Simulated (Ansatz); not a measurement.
# Lattice dynamics at Γ of MgI2 (fluorite)

Perturbation theory with PBEsol in the PAW code Ansatz on the PBEsol cell, ground state and force constants on a 6×6×6 mesh. These are computed values for a spin-unpolarised cell that may be hypothetical; none is a measurement.

It is cubic, Fm-3m (No. 225); a = 7.414 Å in the conventional setting, 33.95 Å³ an atom. Mg has 8 I at 3.21 Å; I has 4 Mg at 3.21 Å.

```cif
data_structure
_symmetry_space_group_name_H-M 'Fm-3m'
_symmetry_Int_Tables_number 225
_cell_length_a 7.4136
_cell_length_b 7.4136
_cell_length_c 7.4136
_cell_angle_alpha 90.000
_cell_angle_beta 90.000
_cell_angle_gamma 90.000
_cell_volume 407.46
loop_
_atom_site_label
_atom_site_type_symbol
_atom_site_symmetry_multiplicity
_atom_site_Wyckoff_symbol
_atom_site_fract_x
_atom_site_fract_y
_atom_site_fract_z
_atom_site_occupancy
Mg1 Mg 4 a 0.00000 0.00000 0.00000 1
I1 I 8 c 0.25000 0.75000 0.75000 1
```

Optical modes without the longitudinal term:
```json
{"ω (cm⁻¹)": "42", "degeneracy": "3", "IR intensity, summed over the level ((D/Å)²/amu)": "26.37"}
{"ω (cm⁻¹)": "84", "degeneracy": "3", "IR intensity, summed over the level ((D/Å)²/amu)": "0.00"}
```

The zone-centre optical frequencies run from 42 to 84 cm⁻¹, none imaginary (the rest of the zone wasn't tested). With the long-range field the highest mode reaches 188 cm⁻¹. The program warns that the force constants, and all that is formed from them, aren't settled on this k mesh. Of the real levels 1 is infrared active, the strongest at 42 cm⁻¹.

The electronic dielectric tensor ε∞ is 5.49 in all directions. With the ions relaxed, ε⁰ is 108 in all directions. Born charges, averaged over directions: Mg +2.91, I -1.45 e.

With one polar mode in a cubic crystal the Lyddane-Sachs-Teller relation applies: (ω_LO/ω_TO)² = (187.9/42.4)² = 19.690, and ε⁰/ε∞ = 108.088/5.490 = 19.687. The refractive index √ε∞ is 2.34.

For comparison, on the r2SCAN cell the mean ε∞ is 4.67 with r2SCAN (ground state on 6×6×6; least gap 1.34 eV in its run on 6×6×6 and the special points), 5.44 with PBE (ground state on 6×6×6; least gap 0.61 eV in its run on 6×6×6 and the special points).

Spin-orbit coupling is left out, which matters wherever the heavy atoms make up the band edges.
